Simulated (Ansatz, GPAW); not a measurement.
# A Pd chain with one Al atom in line: relaxation, then transmission at several levels, part 4 of 4

Aim: the conductance of a Pd chain with one Al atom in line after relaxation, and whether geometry, basis or functional moves it most.

GPAW 26.7.0 and Ansatz 0.2.0; Ansatz plane waves; relaxation of the junction with the lead ends held; PAW set soft_1 (the session's first sound run).

So far, transmission at the Fermi level (one spin): step 3 (plane waves, PBE) 0.978; step 5 (single-zeta polarised basis, PBE, GPAW) 0.970; step 6 (minimal basis, PBE, GPAW) 0.970; step 7 (RPBE in the dzp basis: xc = "RPBE") 0.981; step 8 (the structure as built: geometry = "as built", PBE, GPAW) 1.17.

**10. The levels side by side**

The curves are compared point by point over the common energies.

This step: comparison of transmission and cost over codes, levels and geometry; PAW set soft_1 (GPAW 26.7.0).

Ladder, by row:

```csv
step,code,T at the Fermi level (sum over the listed spins),conductance (G0),r.m.s. T(E) from the first,wall time (s),peak memory (GiB),threads
pw-pbe,Ansatz,0.9785,0.9704,0,117.4,5.267,4
dzp,GPAW,0.9813,0.9725,0.1066,550.3,1.72,1
szp,GPAW,0.9695,0.9499,0.3417,345.9,1.63,1
sz,GPAW,0.9699,0.9544,0.2581,298.5,1.54,1
dzp-RPBE,GPAW,0.9808,0.9714,0.1518,502.7,1.72,1
asbuilt,GPAW,1.169,1.16,0.3539,401.2,1.73,1
```

Transmission, zone mean, sum over the listed spins against energy, zero at the Fermi level:

```
energy (eV)  pw-pbe     dzp      szp      sz  dzp-RPBE  asbuilt
     -2.000   0.496   0.379    0.345   0.224     0.335     1.17
     -1.900   0.390   0.297     1.18    1.32     0.282     1.13
     -1.800   0.431   0.662     1.36    1.23      1.03     1.12
     -1.775   0.559   0.995     1.46    1.28      1.29     1.11
     -1.700    1.27    1.35     1.07    1.56      1.32     1.11
     -1.650    1.42    1.41    0.782    1.64      1.43     1.10
     -1.600    1.48    1.52    0.674    1.41      1.54     1.10
     -1.575    1.50    1.55    0.661    1.27      1.52     1.10
     -1.500    1.38    1.36    0.730    1.02      1.20     1.09
     -1.400    1.09    1.05    0.969    1.04     0.975     1.08
     -1.300    1.07    1.07     1.11    1.20      1.06     1.05
     -1.200    1.21    1.19    0.988    1.21      1.18     1.01
     -1.100    1.25    1.18    0.750    1.05      1.14    0.940
     -1.000    1.15    1.03    0.322   0.833     0.953    0.858
     -0.900   0.748   0.767    0.198   0.393     0.628    0.760
     -0.800   0.495   0.329    0.172   0.236     0.278    0.665
     -0.700   0.364   0.307    0.159   0.231     0.250    0.566
     -0.600   0.164   0.237   0.0525   0.125     0.203    0.483
     -0.500   0.705   0.137   0.0557   0.147     0.103    0.420
     -0.400   0.163   0.143   0.0522  0.0806     0.129    0.987
     -0.300   0.294   0.272   0.0705   0.169     0.255     1.14
     -0.200   0.617   0.605    0.369   0.477     0.589     1.21
     -0.100   0.894   0.899    0.814   0.868     0.894     1.22
      0.000   0.978   0.981    0.970   0.970     0.981     1.17
      0.050   0.987   0.987    0.969   0.961     0.986     1.11
      0.075   0.988   0.986    0.953   0.940     0.986     1.08
      0.100   0.988   0.985    0.941   0.924     0.985     1.04
      0.200   0.986   0.976    0.909   0.872     0.971    0.966
      0.300   0.976   0.959    0.890   0.836     0.953    0.980
      0.400   0.961   0.939    0.872   0.805     0.931    0.994
      0.500   0.942   0.915    0.852   0.775     0.906    0.997
      0.600   0.918   0.886    0.828   0.744     0.878    0.989
      0.700   0.890   0.854    0.801   0.712     0.845    0.972
      0.800   0.859   0.819    0.770   0.678     0.810    0.950
      0.900   0.827   0.782    0.737   0.645     0.773    0.926
      1.000   0.794   0.744    0.703   0.611     0.734    0.903
      1.100   0.760   0.705    0.667   0.578     0.694    0.880
      1.200   0.725   0.664    0.629   0.543     0.651    0.860
      1.300   0.688   0.620    0.587   0.507     0.604    0.841
      1.400   0.647   0.570    0.540   0.467     0.550    0.823
      1.500   0.601   0.510    0.483   0.417     0.482    0.807
      1.600   0.544   0.433    0.409   0.353     0.392    0.792
      1.700   0.470   0.325    0.304   0.259     0.263    0.778
      1.800   0.366   0.172    0.150   0.121    0.0884    0.764
      1.900   0.216  0.0125  0.00200  2.0e-4    0.0165    0.752
      2.000  0.0396   0.162    0.295   0.420     0.454    0.740
```

**11. A varied run**

One more run, with changed settings.

This step: GPAW LCAO, PAW setups; Landauer transmission from Green's functions with principal layers (ASE), zero bias (GPAW 26.7.0).

run.py reads:

```python
import json
import numpy as np
from ase import Atoms
from ase.transport.calculators import TransportCalculator
from gpaw import GPAW, FermiDirac
from gpaw.lcao.tools import get_lcao_hamiltonian
from scipy.linalg import eigh

# The junction with lead layers at both ends, along the third cell vector
device = Atoms(
    ['Pd', 'Pd', 'Pd', 'Pd', 'Pd', 'Pd', 'Pd', 'Pd', 'Al', 'Pd', 'Pd', 'Pd', 'Pd', 'Pd', 'Pd', 'Pd', 'Pd'],
    positions=[
        [4.50000, 4.50000, 1.25000],
        [4.50000, 4.50000, 3.75000],
        [4.50000, 4.50000, 6.25000],
        [4.50000, 4.50000, 8.75000],
        [4.50000, 4.50000, 11.25000],
        [4.50000, 4.50000, 13.75000],
        [4.65124, 4.40765, 16.31756],
        [4.18231, 4.69491, 19.07970],
        [4.50972, 4.47598, 21.34112],
        [5.00807, 4.11822, 23.55259],
        [4.12571, 4.76735, 26.03667],
        [4.50000, 4.50000, 28.54380],
        [4.50000, 4.50000, 31.04380],
        [4.50000, 4.50000, 33.54380],
        [4.50000, 4.50000, 36.04380],
        [4.50000, 4.50000, 38.54380],
        [4.50000, 4.50000, 41.04380]],
    cell=[[9.0, 0.0, 0.0], [0.0, 9.0, 0.0], [0.0, 0.0, 42.2938]],
    pbc=True)

# One principal layer of the lead: the first 5 atoms of the device
lead = Atoms(
    ['Pd', 'Pd', 'Pd', 'Pd', 'Pd'],
    positions=[
        [4.50000, 4.50000, 1.25000],
        [4.50000, 4.50000, 3.75000],
        [4.50000, 4.50000, 6.25000],
        [4.50000, 4.50000, 8.75000],
        [4.50000, 4.50000, 11.25000]],
    cell=[[9.0, 0.0, 0.0], [0.0, 9.0, 0.0], [0.0, 0.0, 12.5]],
    pbc=True)

settings = dict(mode='lcao', basis='dzp', xc='pbe96', h=0.2,
                occupations=FermiDirac(0.1), maxiter=50,
                mixer=dict(beta=0.1, nmaxold=8, weight=100.0),
                convergence=dict(density=0.0001))
energies = np.arange(-2, 2 + 1e-9, 0.025)
eta = 0.0001
n1, n2 = 1, 1
# k and -k transmit alike, so half of the mesh across the current serves
mesh = [(i, j) for i in range(n1) for j in range(n2) if (i, j) <= (-i % n1, -j % n2)]
weights = np.array([1 if (i, j) == (-i % n1, -j % n2) else 2 for i, j in mesh]) / (n1 * n2)


def ground_state(atoms, size, txt):
    atoms.calc = GPAW(kpts={'size': size, 'gamma': True}, symmetry={'tolerance': 1e-3}, txt=txt, **settings)
    atoms.get_potential_energy()
    return atoms.calc.get_fermi_level()


def blocks(atoms, fermi, points, nz, cells):
    """H - E_F S and S between cell 0 and the cells above it, at each point across the current."""
    kz = np.arange(nz) / nz
    calc = atoms.calc.fixed_density(kpts=[(*k, z) for k in points for z in kz], symmetry='off', txt=None)
    H, S = get_lcao_hamiltonian(calc)
    H = (H - fermi * S).reshape(len(H), len(points), nz, *S.shape[1:])
    S = S.reshape(H.shape[1:])
    phases = [np.exp(-2j * np.pi * kz * R) / nz for R in cells]
    return [(np.einsum('skzij,z->ksij', H, p), np.einsum('kzij,z->kij', S, p)) for p in phases]


def pair(a, b):
    return np.block([[a, b], [b.T.conj(), a]])


def count_channels(h, s, cells, nk=240):
    """Half the number of times that the lead's bands cross each energy, unfolded to its shortest repeat."""
    b = len(h) // cells
    bands = []
    for k in (np.arange(nk + 1) + 0.5) / nk:
        hk, sk = h[:b, :b].copy(), s[:b, :b].copy()
        for R in range(1, cells):
            phase, block = np.exp(2j * np.pi * k * R), slice(R * b, (R + 1) * b)
            hk += h[:b, block] * phase + (h[:b, block] * phase).T.conj()
            sk += s[:b, block] * phase + (s[:b, block] * phase).T.conj()
        w, u = eigh(sk)
        x = u[:, w > 1e-5] / w[w > 1e-5]**0.5  # drop near-dependent combinations
        bands.append(np.r_[eigh(x.T.conj() @ hk @ x, eigvals_only=True), [1e9] * (w <= 1e-5).sum()])
    below = np.array(bands)[:, :, None] < energies
    return (below[1:] != below[:-1]).sum((0, 1)) / 2


fermi_lead = ground_state(lead, (1, 1, 9), 'lead.txt')
fermi_device = ground_state(device, (1, 1, 2), 'device.txt')
T, channels, eigen, tail, misfit, shifts = [], [], [], 0.0, 0.0, []
for first in range(0, len(mesh), 384):
    points = [(i / n1, j / n2) for i, j in mesh[first:first + 384]]
    (H0k, S0k), (H1k, S1k), (H2k, _) = blocks(lead, fermi_lead, points, 5, range(3))
    [(Hk, Sk)] = blocks(device, fermi_device, points, 2, [0])
    tail = max(tail, abs(H2k).max())
    for H0, S0, H1, S1, H, S in zip(H0k, S0k, H1k, S1k, Hk, Sk):
        n = len(S0)
        # Shift the lead onto the potential of the device's first layer
        shift = ((H[:, 0, 0] - H0[:, 0, 0]) / S0[0, 0]).real.mean()
        shifts.append(shift)
        misfit = max(misfit, abs(H[:, :n, :n] - H0 - shift * S0).max())
        Tk, Ck, Ek = [], [], []
        for s in range(len(H)):
            t = s % len(H0)  # a lead without moments serves both spins
            h1, s1 = pair(H0[t] + shift * S0, H1[t] + shift * S1), pair(S0, S1)
            leads = dict(h1=h1, s1=s1, energies=energies, eta=eta, eta1=eta, eta2=eta)
            calc = TransportCalculator(h=H[s], s=S, eigenchannels=3, **leads)
            Tk.append(calc.get_transmission())
            Ek.append(np.sort(calc.eigenchannels_ne, axis=0)[::-1])
            Ck.append(count_channels(h1, s1, 10))
        T.append(Tk)
        channels.append(Ck)
        eigen.append(Ek)
T, channels = np.array(T), np.array(channels)
mean, open_channels = np.einsum('kse,k->se', T, weights), np.einsum('kse,k->se', channels, weights)

print(f'basis functions: device {len(S)}, principal layer {n}')
print(f'Fermi level: lead {fermi_lead:.4f} eV, device {fermi_device:.4f} eV; lead shifted by {np.mean(shifts):.4f} eV')
print(f'largest coupling past the next layer {tail:.2e} eV, largest misfit of the first layer {misfit:.3f} eV')
print('  E-E_F (eV)   ' + 'T (one spin)  channels')
for e, t, c in zip(energies, mean.T, open_channels.T):
    print(f'{e:10.3f}  ', *[f'{x:11.4e}' for x in t], *[f'{x:9.4f}' for x in c])

kT = 8.617333e-5 * 300
fine = np.linspace(energies[0], energies[-1], 4001)
both = np.exp(np.interp(fine, energies, np.log(np.maximum(mean.sum(0) * 2 / len(mean), 1e-30))))
fermi = lambda mu: 1 / (1 + np.exp(np.clip((fine - mu) / kT, -200, 200)))
slope = fermi(0) * (1 - fermi(0)) / kT
G = np.trapezoid(both * slope, fine) / 2
seebeck = -np.trapezoid(both * slope * fine, fine) / (2 * G * 300) * 1e6
print(f'conductance at 300 K: {G:.5g} G0 a cell; thermopower {seebeck:.4g} uV/K')
bias = [0.1, 0.2, 0.5, 1.0, 1.5, 2.0]
current = [38.74 * np.trapezoid(both * (fermi(V / 2) - fermi(-V / 2)), fine) for V in bias]
for V, I in zip(bias, current):
    print(f'current from the zero-bias T(E) at {V} V: {I:.5g} uA')
zero = abs(energies).argmin()
json.dump(dict(energies=energies.tolist(), T=mean.tolist(), channels=open_channels.tolist(), G=G, seebeck=seebeck,
               bias=bias, current=current, tail=tail, misfit=misfit, shift=np.mean(shifts), n_device=len(S), n_lead=n,
               fermi=[fermi_lead, fermi_device], energy=device.get_potential_energy(),
               moments=device.get_magnetic_moments().tolist(), mesh=mesh, weights=weights.tolist(),
               T_k=T[:, :, zero].tolist(), eigen=np.array(eigen[0]).tolist()), open('result.json', 'w'))
```

Command:

```sh
$ OMP_NUM_THREADS=1 OPENBLAS_NUM_THREADS=1 python run.py
```

What it wrote:

```text
NameError: Unknown functional: pbe96.
```

It took 0.77 s on 1 thread of Intel Xeon Platinum 8488C (Sapphire Rapids), shared host; peak memory 0.1 GiB.

The program refused the input before any cycle.

The program's message: “NameError: Unknown functional: pbe96.”

The change that led to it: xc = "pbe96".

**12. Summary of results**

```
conductance                                        : 0.972 G₀
transmission at the Fermi level, mean of the spins : 0.981
```

In the dzp basis the junction conducts 0.972 G₀ at 300 K, with T = 0.981 a spin at the Fermi level; the sz basis reaches that conductance within 10 %. Relaxation moved atoms by up to 0.64 Å and took the conductance from 1.16 to 0.972 G₀, as a ratio a larger change than the step from dzp to the minimal basis. Plane waves (PBE) give T = 0.978 there. At the Fermi level the three most open eigenchannels pass 0.97, 0.0066 and 0.0054. Measured against the first run (pw-pbe), the nearest curve is that of dzp (r.m.s. 0.11) and the farthest that of asbuilt (0.35). Over the compared runs wall time goes from 117 s (pw-pbe) to 550 s (dzp), on a shared host; the plane-wave run used 4 threads and the orbital runs 1. The leads kept an estimated spacing and the cell its length, so the junction may be under some tension or compression. The run had no spin polarisation, so a magnetic state, which chains and small molecules with open shells often have, wasn't tested. An evenly spaced straight chain is an idealisation: free chains tend to dimerise, zigzag or, where a band edge lies near the Fermi level, turn magnetic. The currents use the zero-bias T(E) throughout, which holds only while the bias is small against the distance to the nearest feature. The thermopower isn't quoted: it samples T(E) farther from the Fermi level than the conductance does, and the energy grid wasn't tested for it.

[Logs are printed without paths, hosts, clocks, repeated set-up lines and the standing remarks that a program may print on its own settings, such as how far it seeks lower states.]

[Hosts, paths, dates, database ids (printed as entryN), source tags and the programs' standing remarks are cut or masked in the printed files.]
